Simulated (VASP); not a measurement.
Here is a VASP 6.6.1 calculation.

V.cif

```cif
data_V
_cell_length_a 3.02870000
_cell_length_b 3.02870000
_cell_length_c 3.02870000
_cell_angle_alpha 90.00000000
_cell_angle_beta 90.00000000
_cell_angle_gamma 90.00000000
_space_group_name_H-M_alt 'Im-3m'
_space_group_name_Hall '-I 4 2 3'
_space_group_IT_number 229
loop_
_space_group_symop_operation_xyz
'x,y,z'
'-x,-y,-z'
'-y,x,z'
'y,-x,-z'
'-x,-y,z'
'x,y,-z'
'y,-x,z'
'-y,x,-z'
'x,-y,-z'
'-x,y,z'
'-y,-x,-z'
'y,x,z'
'-x,y,-z'
'x,-y,z'
'y,x,-z'
'-y,-x,z'
'z,x,y'
'-z,-x,-y'
'z,-y,x'
'-z,y,-x'
'z,-x,-y'
'-z,x,y'
'z,y,-x'
'-z,-y,x'
'-z,x,-y'
'z,-x,y'
'-z,-y,-x'
'z,y,x'
'-z,-x,y'
'z,x,-y'
'-z,y,x'
'z,-y,-x'
'y,z,x'
'-y,-z,-x'
'x,z,-y'
'-x,-z,y'
'-y,z,-x'
'y,-z,x'
'-x,z,y'
'x,-z,-y'
'-y,-z,x'
'y,z,-x'
'-x,-z,-y'
'x,z,y'
'y,-z,-x'
'-y,z,x'
'x,-z,y'
'-x,z,-y'
'x+1/2,y+1/2,z+1/2'
'-x+1/2,-y+1/2,-z+1/2'
'-y+1/2,x+1/2,z+1/2'
'y+1/2,-x+1/2,-z+1/2'
'-x+1/2,-y+1/2,z+1/2'
'x+1/2,y+1/2,-z+1/2'
'y+1/2,-x+1/2,z+1/2'
'-y+1/2,x+1/2,-z+1/2'
'x+1/2,-y+1/2,-z+1/2'
'-x+1/2,y+1/2,z+1/2'
'-y+1/2,-x+1/2,-z+1/2'
'y+1/2,x+1/2,z+1/2'
'-x+1/2,y+1/2,-z+1/2'
'x+1/2,-y+1/2,z+1/2'
'y+1/2,x+1/2,-z+1/2'
'-y+1/2,-x+1/2,z+1/2'
'z+1/2,x+1/2,y+1/2'
'-z+1/2,-x+1/2,-y+1/2'
'z+1/2,-y+1/2,x+1/2'
'-z+1/2,y+1/2,-x+1/2'
'z+1/2,-x+1/2,-y+1/2'
'-z+1/2,x+1/2,y+1/2'
'z+1/2,y+1/2,-x+1/2'
'-z+1/2,-y+1/2,x+1/2'
'-z+1/2,x+1/2,-y+1/2'
'z+1/2,-x+1/2,y+1/2'
'-z+1/2,-y+1/2,-x+1/2'
'z+1/2,y+1/2,x+1/2'
'-z+1/2,-x+1/2,y+1/2'
'z+1/2,x+1/2,-y+1/2'
'-z+1/2,y+1/2,x+1/2'
'z+1/2,-y+1/2,-x+1/2'
'y+1/2,z+1/2,x+1/2'
'-y+1/2,-z+1/2,-x+1/2'
'x+1/2,z+1/2,-y+1/2'
'-x+1/2,-z+1/2,y+1/2'
'-y+1/2,z+1/2,-x+1/2'
'y+1/2,-z+1/2,x+1/2'
'-x+1/2,z+1/2,y+1/2'
'x+1/2,-z+1/2,-y+1/2'
'-y+1/2,-z+1/2,x+1/2'
'y+1/2,z+1/2,-x+1/2'
'-x+1/2,-z+1/2,-y+1/2'
'x+1/2,z+1/2,y+1/2'
'y+1/2,-z+1/2,-x+1/2'
'-y+1/2,z+1/2,x+1/2'
'x+1/2,-z+1/2,y+1/2'
'-x+1/2,z+1/2,-y+1/2'
loop_
_atom_site_label
_atom_site_type_symbol
_atom_site_symmetry_multiplicity
_atom_site_Wyckoff_symbol
_atom_site_fract_x
_atom_site_fract_y
_atom_site_fract_z
_atom_site_occupancy
V1 V 2 a 0.0000000000 0.0000000000 0.0000000000 1
```

The input POSCAR:

```
V 
 1.0000000000000000
     3.0287000000000002    0.0000000000000000    0.0000000000000000
     0.0000000000000000    3.0287000000000002    0.0000000000000000
     0.0000000000000000    0.0000000000000000    3.0287000000000002
 V  
   2
Cartesian
  0.0000000000000000  0.0000000000000000  0.0000000000000000
  1.5143500000000001  1.5143500000000001  1.5143500000000001
```

Contents of INCAR.step1:

```
SYSTEM = V
  ALGO = Normal
  EDIFF = 1E-7
  ENCUT = 520
  GGA = PS
  ISIF = 2
  ISMEAR = -1
  ISPIN = 2
  LASPH = .TRUE.
  LCHARG = .TRUE.
  LDAU = .TRUE.
  LDAUJ = 0
  LDAUL = 2
  LDAUPRINT = 1
  LDAUTYPE = 2
  LDAUU = 6.2
  LMAXMIX = 4
  LORBIT = 11
  LREAL = .FALSE.
  LWAVE = .FALSE.
  MAGMOM = 2 2
  NBANDS = 24
  NELM = 150
  PREC = Accurate
  SIGMA = 0.1
```

KPOINTS.step1

```
k-points
0
G
  9 9 9
  0 0 0
```

INCAR.step2

```
SYSTEM = V
  ALGO = Normal
  EDIFF = 1E-7
  ENCUT = 520
  GGA = PS
  ICHARG = 11
  ISIF = 2
  ISMEAR = 0
  ISPIN = 2
  LASPH = .TRUE.
  LCHARG = .FALSE.
  LDAU = .TRUE.
  LDAUJ = 0
  LDAUL = 2
  LDAUPRINT = 1
  LDAUTYPE = 2
  LDAUU = 6.2
  LMAXMIX = 4
  LORBIT = 11
  LREAL = .FALSE.
  LWAVE = .FALSE.
  MAGMOM = 2 2
  NBANDS = 24
  NELM = 150
  PREC = Accurate
  SIGMA = 0.05
```

File KPOINTS.step2:

```
path GXMGRX,MR
15
line-mode
reciprocal
 0.0000000000  0.0000000000  0.0000000000  G
 0.0000000000  0.5000000000  0.0000000000  X

 0.0000000000  0.5000000000  0.0000000000  X
 0.5000000000  0.5000000000  0.0000000000  M

 0.5000000000  0.5000000000  0.0000000000  M
 0.0000000000  0.0000000000  0.0000000000  G

 0.0000000000  0.0000000000  0.0000000000  G
 0.5000000000  0.5000000000  0.5000000000  R

 0.5000000000  0.5000000000  0.5000000000  R
 0.0000000000  0.5000000000  0.0000000000  X

 0.5000000000  0.5000000000  0.0000000000  M
 0.5000000000  0.5000000000  0.5000000000  R
```

Potentials or basis: VASP PAW PBE potentials, release 64 (V_sv).

Launch:

```bash
$ ase convert -i cif -o vasp V.cif POSCAR
$ cat potpaw_PBE.64/V_sv/POTCAR > POTCAR
$ cp INCAR.step1 INCAR
$ cp KPOINTS.step1 KPOINTS
$ mpirun -np 1 vasp_std > vasp.out
$ cp INCAR.step2 INCAR
$ cp KPOINTS.step2 KPOINTS
$ mpirun -np 1 vasp_std > vasp.out
```

Problem. Estimate the net moment.

Solution. 4.31 μB per cell.

Problem. Estimate the band gap along the path.

Solution. None (metal or under the smearing width).

Levels at the corners of the path, in eV from the Fermi level:
Spin up:
```csv
point,band 10,band 11,band 12,band 13,band 14,band 15,band 16,band 17,band 18,band 19
Γ,-3.07,-3.07,-3.07,-2.96,-2.96,0.12,0.12,0.12,2.77,2.77
X,-4.39,-2.52,-2.52,-2.52,-2.52,-1.56,-1.56,-0.47,-0.47,3.55
X,-4.39,-2.52,-2.52,-2.52,-2.52,-1.56,-1.56,-0.47,-0.47,3.55
M,-5.41,-4.46,-4.46,-0.26,-0.26,0.48,0.48,1.69,1.69,3.15
M,-5.41,-4.46,-4.46,-0.26,-0.26,0.48,0.48,1.69,1.69,3.15
Γ,-3.07,-3.07,-3.07,-2.96,-2.96,0.12,0.12,0.12,2.77,2.77
Γ,-3.07,-3.07,-3.07,-2.96,-2.96,0.12,0.12,0.12,2.77,2.77
R,-4.11,-4.11,-4.11,-4.11,-4.11,3.22,3.22,3.22,3.22,7.68
R,-4.11,-4.11,-4.11,-4.11,-4.11,3.22,3.22,3.22,3.22,7.68
X,-4.39,-2.52,-2.52,-2.52,-2.52,-1.56,-1.56,-0.47,-0.47,3.55
M,-5.41,-4.46,-4.46,-0.26,-0.26,0.48,0.48,1.69,1.69,3.15
R,-4.11,-4.11,-4.11,-4.11,-4.11,3.22,3.22,3.22,3.22,7.68
```
Spin down:
```csv
point,band 7,band 8,band 9,band 10,band 11,band 12,band 13,band 14
Γ,-36.97,-36.97,-7.45,-2.39,-2.39,3.17,3.17,3.17
X,-37.24,-37.24,-3.53,-3.53,0.15,0.15,3.19,3.19
X,-37.24,-37.24,-3.53,-3.53,0.15,0.15,3.19,3.19
M,-36.97,-36.97,-2.34,-2.34,0.57,0.57,1.36,1.36
M,-36.97,-36.97,-2.34,-2.34,0.57,0.57,1.36,1.36
Γ,-36.97,-36.97,-7.45,-2.39,-2.39,3.17,3.17,3.17
Γ,-36.97,-36.97,-7.45,-2.39,-2.39,3.17,3.17,3.17
R,-37.39,-37.39,0.20,0.20,0.20,0.20,0.20,0.20
R,-37.39,-37.39,0.20,0.20,0.20,0.20,0.20,0.20
X,-37.24,-37.24,-3.53,-3.53,0.15,0.15,3.19,3.19
M,-36.97,-36.97,-2.34,-2.34,0.57,0.57,1.36,1.36
R,-37.39,-37.39,0.20,0.20,0.20,0.20,0.20,0.20
```

Caveat: the log is that of the step along the path at fixed density, whose energy, stress, charges and moments have no meaning; the U is typed as a test and isn't derived for this compound. The state reached can hang on the start; a lower one may exist.
